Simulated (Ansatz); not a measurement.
The system is CoO.

```
Co O
1.0
    -1.50800    1.50800    2.10725
     1.50800   -1.50800    2.10725
     1.50800    1.50800   -2.10725
Co O
1 1
Direct
  0.00000 0.00000 0.00000
  0.50000 0.50000 0.00000
```

Base run:

* Program: Ansatz 0.2.0
* Functional: LDA
* Potentials or basis: Ansatz PAW
* Cutoff: 420 eV (not typed: the program's choice for these potentials)
* k mesh: 9 × 9 × 9
* Occupations: gaussian, width 0.05 eV
* Spin: collinear spin, random start
* Starting moments: [0.63, 0.0] μB
* Hubbard terms: Co d U = 3 eV

Its results: band gap on the k mesh 0.55 eV, indirect (least direct gap 1.41 eV); pressure -7.7 GPa; net moment 3.00 μB per cell; site moments Co +2.55; O +0.27 μB.

Question: The run is repeated on the same cell with these changes: hubbard terms from Co d U = 3 eV to Co d U = 7 eV; moments at the start from [0.63, 0.0] to [-1.42, 0.0]. What comes out?

Answer: Band gap on the k mesh 1.81 eV, indirect (least direct gap 3.32 eV); pressure -2.1 GPa; net moment -3.00 μB per cell; site moments Co -2.63; O -0.18 μB.

Caveats: the magnetic or orbital state may not be the lowest; odd divisions of the mesh miss points on the zone boundary, where band edges often lie, so the gap on the mesh can be too wide; a cell with one magnetic atom can't hold antiferromagnetic order, which such compounds often take; the PAW data sets come from PBE, with cores solved anew for the run's functional, which leaves a small shift of forces and pressure.

A k mesh can miss the band edges.
